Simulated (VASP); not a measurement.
# ZnSe in VASP: one cell, several levels of theory

What does VASP give for zincblende ZnSe, under -2.0 % strain along z alone, the cell held fixed? Runs: PBE, r2SCAN. The results are then set beside those of Ansatz 0.2.0 for the same cell.

Program: VASP 6.6.1. PAW datasets, plane waves. (Simulation; spin polarisation is off.)

**1. The system as given**

The cell comes from an earlier relaxation with r2SCAN in another program, then strained, with the atoms relaxed again.

The symmetry is I-4m2 (No. 119, tetragonal); conventional cell a = 4.006 Å, c = 5.552 Å, 22.27 Å³ an atom. Zn has 4 Se at 2.44 Å; Se has 4 Zn at 2.44 Å.

Coordinates:

```cif
data_structure
_symmetry_space_group_name_H-M 'P 1'
_symmetry_Int_Tables_number 1
_cell_length_a 3.9658
_cell_length_b 3.9658
_cell_length_c 4.0056
_cell_angle_alpha 59.667
_cell_angle_beta 59.667
_cell_angle_gamma 60.666
_cell_volume 44.54
loop_
_atom_site_label
_atom_site_type_symbol
_atom_site_fract_x
_atom_site_fract_y
_atom_site_fract_z
_atom_site_occupancy
Zn1 Zn 0.00000 0.00000 0.00000 1
Se1 Se 0.25000 0.25000 0.25000 1
```

**2. PBE**

File INCAR:

```
ENCUT = 520.000000
SIGMA = 0.020000
EDIFF = 1.00e-07
GGA = PE
PREC = Accurate
IBRION = -1
ISIF = 2
ISMEAR = -1
NBANDS = 16
NELM = 120
NSW = 0
LASPH = .TRUE.
LCHARG = .TRUE.
LELF = .TRUE.
LWAVE = .FALSE.
LREAL = .FALSE.
```

File KPOINTS:

```
KPOINTS created by Atomic Simulation Environment
0
Gamma
8 8 8
0 0 0
```

File KPOINTS_OPT:

```
special points
6
Reciprocal
0.0000000000 0.0000000000 0.0000000000 1
-0.5000000000 -0.5000000000 0.0000000000 1
-0.3750000000 -0.3750000000 0.2500000000 1
-0.3750000000 0.0000000000 0.3750000000 1
0.0000000000 0.0000000000 0.5000000000 1
-0.5000000000 -0.2500000000 0.2500000000 1
```

File POSCAR:

```
Zn Se
 1.0000000000000000
     0.0000000000000000    2.8324206844000002    2.7757722707000001
     2.8324206844000002    0.0000000000000000    2.7757722707000001
     2.8324206844000002    2.8324206844000002    0.0000000000000000
 Zn  Se
   1   1
Cartesian
  0.0000000000000000  0.0000000000000000  0.0000000000000000
  1.4162103421999999  1.4162103421999999  1.3878861353499998
```

The run uses the recommended PBE PAW datasets (18 valence electrons a neutral cell).

On the command line:

```sh
$ mpirun -np 1 vasp_std
```

Standard output, without the iteration lines:

```text
POSCAR found type information on POSCAR ZnSe
 POSCAR found :  2 types and       2 ions
 LDA part: xc-table for (Slater+PW92), standard interpolation
 POSCAR, INCAR and KPOINTS ok, starting setup
 FFT: planning ... GRIDC
 FFT: planning ... GRID_SOFT
 FFT: planning ... GRID
 WAVECAR not read
 entering main loop
 Start KPOINTS_OPT (optional k-point list driver)
k-point batch [1-6\6]
```

OSZICAR:

```text
N       E                     dE             d eps       ncg     rms          rms(c)
DAV:   1     0.885274321845E+02    0.88527E+02   -0.89437E+03  1888   0.129E+03
DAV:   2    -0.777494224496E+00   -0.89305E+02   -0.83744E+02  2168   0.256E+02
DAV:   3    -0.624584967674E+01   -0.54684E+01   -0.54485E+01  2288   0.614E+01
DAV:   4    -0.628819775505E+01   -0.42348E-01   -0.42344E-01  2344   0.580E+00
DAV:   5    -0.628839168901E+01   -0.19393E-03   -0.19393E-03  2376   0.353E-01    0.494E+00
DAV:   6    -0.601958668822E+01    0.26881E+00   -0.53322E-01  2800   0.243E+01    0.376E+00
DAV:   7    -0.600002051164E+01    0.19566E-01   -0.15801E-01  2120   0.356E+00    0.159E+00
DAV:   8    -0.599977329786E+01    0.24721E-03   -0.44829E-03  2656   0.706E-01    0.460E-01
DAV:   9    -0.599998390428E+01   -0.21061E-03   -0.11096E-03  2216   0.255E-01    0.656E-02
DAV:  10    -0.600009279923E+01   -0.10889E-03   -0.21156E-04  2440   0.109E-01    0.241E-02
DAV:  11    -0.600008232328E+01    0.10476E-04   -0.40913E-05  2248   0.555E-02    0.496E-03
DAV:  12    -0.600008333226E+01   -0.10090E-05   -0.54954E-06  2432   0.139E-02    0.254E-03
DAV:  13    -0.600008359515E+01   -0.26289E-06   -0.45685E-07  2336   0.497E-03    0.117E-03
DAV:  14    -0.600008357194E+01    0.23207E-07   -0.30094E-08  1984   0.187E-03
   1 F= -.60000836E+01 E0= -.60000836E+01  d E =-.571379E-11
       N       E                     dE             ncg
DAV:   1     0.184198504011E+04   -0.31473E+04      192
DAV:   2     0.132644792344E+04   -0.51554E+03      216
DAV:   3     0.129510185695E+04   -0.31346E+02      264
DAV:   4     0.129488685650E+04   -0.21500E+00      224
DAV:   5     0.129488586133E+04   -0.99518E-03      280
DAV:   6     0.129488585334E+04   -0.79875E-05      208
DAV:   7     0.129488585326E+04   -0.82444E-07      272
```

The lines after F= are the extra pass for the points of KPOINTS_OPT, at fixed density; their E is not a total energy.

From OUTCAR:

```text
k-points           NKPTS =     59   k-points in BZ     NKDIM =     59   number of bands    NBANDS=     16

   NELECT =      18.0000    total number of electrons

   dimension x,y,z NGX =    30 NGY =   30 NGZ =   30
   dimension x,y,z NGXF=    60 NGYF=   60 NGZF=   60

  energy-cutoff  :      520.00
  volume of cell :       44.54
      direct lattice vectors                 reciprocal lattice vectors
     0.000000000  2.832420684  2.775772271    -0.176527450  0.176527450  0.180130051
     2.832420684  0.000000000  2.775772271     0.176527450 -0.176527450  0.180130051
     2.832420684  2.832420684  0.000000000     0.176527450  0.176527450 -0.180130051

 k-points in reciprocal lattice and weights: KPOINTS created by Atomic Simulation Env
   0.00000000  0.00000000  0.00000000       0.002
   0.12500000  0.00000000  0.00000000       0.016
   0.25000000  0.00000000  0.00000000       0.016
   0.37500000  0.00000000  0.00000000       0.016
   0.50000000  0.00000000  0.00000000       0.008
   0.12500000  0.12500000  0.00000000       0.004
   0.25000000  0.12500000  0.00000000       0.016
   0.37500000  0.12500000  0.00000000       0.016
[... 51 more k-points ...]

 E-fermi :   2.2395

 k-point     1 :       0.0000    0.0000    0.0000
  band No.  band energies     occupation
      1     -11.5985      2.00000
      2      -4.8284      2.00000
      3      -4.8284      2.00000
      4      -4.8193      2.00000
      5      -4.4381      2.00000
      6      -4.4342      2.00000
      7       1.7770      2.00000
      8       1.7770      2.00000
      9       1.8492      2.00000
     10       3.1783      0.00000
     11       7.5921      0.00000
     12       7.5991      0.00000
     13       7.5991      0.00000
     14      11.8120      0.00000
     15      13.1243      0.00000
     16      13.4761      0.00000

 k-point     2 :       0.1250    0.0000    0.0000
  band No.  band energies     occupation
      1     -11.4935      2.00000
      2      -4.8210      2.00000
      3      -4.8121      2.00000
      4      -4.8042      2.00000
      5      -4.4391      2.00000
      6      -4.4361      2.00000
      7       0.4686      2.00000
      8       1.6125      2.00000
      9       1.6736      2.00000
     10       4.1582      0.00000
     11       7.5487      0.00000
     12       7.8539      0.00000
     13       7.8689      0.00000
     14      12.3766      0.00000
     15      12.5762      0.00000
     16      12.7280      0.00000

 k-point     3 :       0.2500    0.0000    0.0000
  band No.  band energies     occupation
      1     -11.2203      2.00000
      2      -4.7766      2.00000
      3      -4.7725      2.00000
      4      -4.7625      2.00000
      5      -4.4360      2.00000
      6      -4.4360      2.00000
      7      -1.3013      2.00000
      8       1.2626      2.00000
      9       1.3495      2.00000
     10       4.6040      0.00000
     11       8.2034      0.00000
     12       8.2410      0.00000
     13       8.4726      0.00000
     14      12.2260      0.00000
     15      12.2674      0.00000
     16      12.6180      0.00000

 k-point     4 :       0.3750    0.0000    0.0000
  band No.  band energies     occupation
      1     -10.9121      2.00000
      2      -4.7487      2.00000
      3      -4.7376      2.00000
      4      -4.5688      2.00000
      5      -4.4264      2.00000
      6      -4.4227      2.00000
      7      -2.7849      2.00000
      8       0.9587      2.00000
      9       1.0681      2.00000
     10       4.4652      0.00000
     11       8.1767      0.00000
     12       8.3250      0.00000
     13       9.9202      0.00000
     14      12.2926      0.00000
     15      13.3915      0.00000
     16      13.4518      0.00000

 k-point     5 :       0.5000    0.0000    0.0000
  band No.  band energies     occupation
      1     -10.7714      2.00000
      2      -4.7400      2.00000
      3      -4.7276      2.00000
      4      -4.4201      2.00000
      5      -4.4135      2.00000
      6      -4.2699      2.00000
      7      -3.5663      2.00000
      8       0.8425      2.00000
      9       0.9606      2.00000
     10       4.3766      0.00000
     11       8.0960      0.00000
     12       8.2654      0.00000
     13      10.4412      0.00000
     14      12.8752      0.00000
     15      14.9001      0.00000
     16      15.0883      0.00000

 k-point     6 :       0.1250    0.1250    0.0000
  band No.  band energies     occupation
      1     -11.4552      2.00000
      2      -4.8308      2.00000
      3      -4.7976      2.00000
      4      -4.7976      2.00000
      5      -4.4458      2.00000
      6      -4.4300      2.00000
      7       0.5160      2.00000
      8       1.3259      2.00000
      9       1.3259      2.00000
     10       4.6331      0.00000
     11       6.8095      0.00000
     12       8.2823      0.00000
     13       8.2823      0.00000
     14      11.4462      0.00000
     15      13.2136      0.00000
     16      13.3548      0.00000

 k-point     7 :       0.2500    0.1250    0.0000
  band No.  band energies     occupation
      1     -11.2347      2.00000
      2      -4.8171      2.00000
      3      -4.7595      2.00000
      4      -4.7547      2.00000
      5      -4.4514      2.00000
      6      -4.4222      2.00000
      7      -0.8326      2.00000
      8       0.9214      2.00000
      9       1.0246      2.00000
     10       5.3092      0.00000
     11       6.7497      0.00000
     12       8.7795      0.00000
     13       8.8518      0.00000
     14      11.0411      0.00000
     15      13.2965      0.00000
     16      13.9842      0.00000

 k-point     8 :       0.3750    0.1250    0.0000
  band No.  band energies     occupation
      1     -10.9332      2.00000
      2      -4.7559      2.00000
      3      -4.7263      2.00000
      4      -4.6516      2.00000
      5      -4.4300      2.00000
      6      -4.4125      2.00000
      7      -2.3026      2.00000
      8       0.6096      2.00000
      9       0.6386      2.00000
     10       5.2544      0.00000
     11       7.5737      0.00000
     12       8.9080      0.00000
     13       9.0070      0.00000
     14      12.2104      0.00000
     15      13.6601      0.00000
     16      14.1914      0.00000

 k-point     9 :       0.5000    0.1250    0.0000
  band No.  band energies     occupation
      1     -10.7316      2.00000
      2      -4.7281      2.00000
      3      -4.7149      2.00000
      4      -4.4720      2.00000
      5      -4.4117      2.00000
      6      -4.2860      2.00000
      7      -3.3301      2.00000
      8       0.2593      2.00000
      9       0.5996      2.00000
     10       5.1442      0.00000
     11       7.7308      0.00000
     12       8.6619      0.00000
     13      10.2550      0.00000
     14      12.8112      0.00000
     15      14.4093      0.00000
     16      15.0754      0.00000

 k-point    10 :      -0.3750    0.1250    0.0000
  band No.  band energies     occupation
      1     -10.7832      2.00000
      2      -4.7244      2.00000
      3      -4.7243      2.00000
      4      -4.4770      2.00000
      5      -4.4296      2.00000
      6      -4.3812      2.00000
      7      -3.0559      2.00000
      8       0.1359      2.00000
      9       0.8175      2.00000
     10       5.1993      0.00000
     11       7.8726      0.00000
     12       8.5039      0.00000
     13      10.1527      0.00000
     14      12.9914      0.00000
     15      13.1965      0.00000
     16      14.8375      0.00000

 k-point    11 :      -0.2500    0.1250    0.0000
  band No.  band energies     occupation
      1     -11.0459      2.00000
      2      -4.7539      2.00000
      3      -4.7406      2.00000
      4      -4.7060      2.00000
      5      -4.4481      2.00000
      6      -4.4192      2.00000
      7      -1.8378      2.00000
      8       0.3271      2.00000
      9       1.2006      2.00000
     10       5.3274      0.00000
     11       8.0565      0.00000
     12       8.3779      0.00000
     13       8.7114      0.00000
     14      11.5252      0.00000
     15      13.1921      0.00000
     16      14.3811      0.00000

 k-point    12 :      -0.1250    0.1250    0.0000
  band No.  band energies     occupation
      1     -11.3345      2.00000
      2      -4.8066      2.00000
      3      -4.7923      2.00000
      4      -4.7687      2.00000
      5      -4.4488      2.00000
      6      -4.4289      2.00000
      7      -0.4630      2.00000
      8       0.9192      2.00000
      9       1.5506      2.00000
     10       4.9644      0.00000
     11       7.4391      0.00000
     12       8.0095      0.00000
     13       8.5073      0.00000
     14      11.4170      0.00000
     15      12.4520      0.00000
     16      13.8553      0.00000

[... the tables of k-points 13 to 59 left out ...]

  Total        1.0123610      1.0123610      1.1891022      0.0000000      0.0000000     -0.0000000
  in kB       36.4180461     36.4180461     42.7760235      0.0000000      0.0000000     -0.0000000
  external PRESSURE =      38.5373719 kB  Pullay stress =       0.0000000 kB

 POSITION                                       TOTAL-FORCE (eV/Angst)
 -----------------------------------------------------------------------------------
      0.00000      0.00000      0.00000         0.000000      0.000000      0.000000
      1.41621      1.41621      1.38789        -0.000000     -0.000000      0.000000
 -----------------------------------------------------------------------------------
    total drift:                               -0.000000     -0.000000      0.000000

  FREE ENERGIE OF THE ION-ELECTRON SYSTEM (eV)
  ---------------------------------------------------
  free  energy   TOTEN  =        -6.0000835719 eV

  energy  without entropy=       -6.0000835719  energy(sigma->0) =       -6.00008357
```

Hardware: 1 MPI rank of Intel Xeon Platinum 8488C, shared host.

The levels at the points of KPOINTS_OPT are read from vasprun.xml.

Near the gap, in eV above the top of the last filled band v; c is the band after it:

| point | v−1 | v | c | c+1 |
| --- | --- | --- | --- | --- |
| Γ | -0.07 | 0.00 | 1.33 | 5.74 |
| X | -2.38 | -2.38 | 2.82 | 3.28 |
| U | -3.24 | -1.98 | 3.42 | 5.48 |
| K | -3.24 | -1.87 | 3.57 | 5.66 |
| L | -1.01 | -0.89 | 2.53 | 6.25 |
| W | -2.91 | -2.81 | 5.38 | 5.55 |

PBE gives a direct gap of 1.33 eV at Γ. The pressure is 3.85 GPa; the forces vanish within 0.01 eV/Å.

Axes a, b and c in the maps are those of this run's conventional cell (a, b, c = 4.006, 4.006, 5.552 Å).

Density in a lattice plane of the grid's cell (edges 4.01 and 5.55 Å, at 0.000 of the third edge), which holds Zn and Se.

Ten even steps from ' ' (-0.26 e/Å³) to '@' (19.66 e/Å³):
```
**++::                          ::++
::..                              ..
                                    
                                    
                                    
                                    
                                    
                                    
                                    
                                    
                                    
                                    
                                    
                                    
                                    
                                    
                                    
::..                              ..
**++::                          ::++
@@##==..                      ..==##
```
Columns run along the first of these edges and rows up along the second, over one cell in 18 and 20 even steps from the bottom left corner. Atoms in the plane (fractional): Zn at (0.00, 0.00), Se at (0.50, 0.75).

ELF in the same plane.

Ten even steps from '0' (0.01) to '9' (0.88):
```
000124688888642100
001247999999974210
222369999899996322
123589987678998532
124689985458998642
013689987678998631
002578999899987520
001357899999875310
000135788888753100
000012456665421000
000000123332100000
000000000100000000
000000000000000000
000000000000000000
111100000000000111
111110000000001111
222211000000011222
011221111111112211
000122223332222100
000122456665422100
```
Columns run along the first of these edges and rows up along the second, over one cell in 18 and 20 even steps from the bottom left corner. Atoms in the plane (fractional): Zn at (0.00, 0.00), Se at (0.50, 0.75).

Both are smooth fields of the valence electrons: close to the nuclei they are not physical.

The highest ELF values outside the cores: 0.89 in the shell around Se, 0.8 Å from Se; 0.89 on the Se–Zn line, 0.9 Å from Se.

(Part 1 of 2 ends here.)
